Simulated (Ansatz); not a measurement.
# HC4: the cost of one run

Program: Ansatz 0.2.0. Level of theory: DFT PBE+D3(BJ), scalar-relativistic, plane waves, PAW. These are calculated values, not measurements.

19 further runs of the same task are left out: 19 set aside as unsound or not needed. Runs told in other sessions of the task aren't counted.

### 1 The structure to begin with

It takes space group Cm (No. 8, monoclinic). The conventional cell has a = 8.541 Å, b = 4.931 Å, c = 18.000 Å, α = 90.00°, β = 90.00°, γ = 90.00°. C (site symmetry m) is surrounded by 2 H at 0.84 Å. C (site symmetry 1) has 3 C at 1.42 Å in its first shell of neighbours. C (site symmetry m) is surrounded by 3 C at 1.42 Å. C (site symmetry 1) is surrounded by 1 H at 1.39 Å and 3 C at 1.42 Å. Around H (site symmetry 1) lie 1 H at 0.65 Å and 1 C at 0.84 Å.

As a file:

```
C H
1.0
     4.93130    0.00000    0.00000
    -2.46565    4.27064    0.00000
     0.00000    0.00000   18.00003
C H
8 2
Direct
  0.33333 0.16667 0.22222
  0.33333 0.66667 0.22222
  0.83333 0.16667 0.22222
  0.83333 0.66667 0.22222
  0.16667 0.33333 0.22222
  0.16667 0.83333 0.22222
  0.66667 0.33333 0.22222
  0.66667 0.83333 0.22222
  0.26743 0.16667 0.26500
  0.39924 0.16667 0.26500
```

This is the geometry of the first run shown, built on a cell relaxed beforehand with the same method.

### 2 What is varied

Atoms count from 1 in the order of the input.

H2 lies flat over one site of a rigid substrate while its bond length and height are varied.

First coordinate, distance H9-H10: 8 values from 0.650 to 2.650 Å. Second coordinate, height of the H2 axis above the plane of C1: 9 values from 0.45 to 3.60 Å.

Nothing else is relaxed. Points are written as (first, second).

### 3 Point (0.650 Å, 0.77 Å)

The cell repeats along c, and a dipole correction in the vacuum removes the field between the copies.

Input file input.yaml:

```yaml
crystal:
  lattice:
    - [4.9313048819, 0.0, 0.0]
    - [-2.4656524409, 4.2706353015, 0.0]
    - [0.0, 0.0, 18.0000331942]
  atoms:
    - { symbol: C, position: [0.3333333333, 0.1666666667, 0.2222236565] }
    - { symbol: C, position: [0.3333333333, 0.6666666667, 0.2222236565] }
    - { symbol: C, position: [0.8333333333, 0.1666666667, 0.2222236565] }
    - { symbol: C, position: [0.8333333333, 0.6666666667, 0.2222236565] }
    - { symbol: C, position: [0.1666666667, 0.3333333333, 0.2222218124] }
    - { symbol: C, position: [0.1666666667, 0.8333333333, 0.2222218124] }
    - { symbol: C, position: [0.6666666667, 0.3333333333, 0.2222218124] }
    - { symbol: C, position: [0.6666666667, 0.8333333333, 0.2222218124] }
    - { symbol: H, position: [0.2674278564, 0.1666666667, 0.2650013554] }
    - { symbol: H, position: [0.3992388102, 0.1666666667, 0.2650013554] }
basis:
  ecutwfc: 420
kpoints:
  mp_grid: { grid: [6, 6, 1] }
hamiltonian:
  xc: pbe
  pseudopotentials: { kind: paw, azcp: { folder: soft_1 } }
  dispersion: d3bj
scf:
  occupations: { method: gaussian, width: 0.1 }
output:
  forces: true
  eigenvalues: true
  write_density: true
  write_potential: true
  elf: true
  volumetric_format: npy
efield:
  axis: 3
  dipole_correction: true
  ramp_width: 0.04
```

Run with:

```console
> ansatz run input.yaml --threads 1 --pin off --max-ram 3072MiB --backend cpu --events-out ev --progress --plain --runs-dir out
```

What time and memory should one allow on 1 thread of Arm Neoverse V1, shared host?

About 17 s, with a peak of 0.47 GiB.
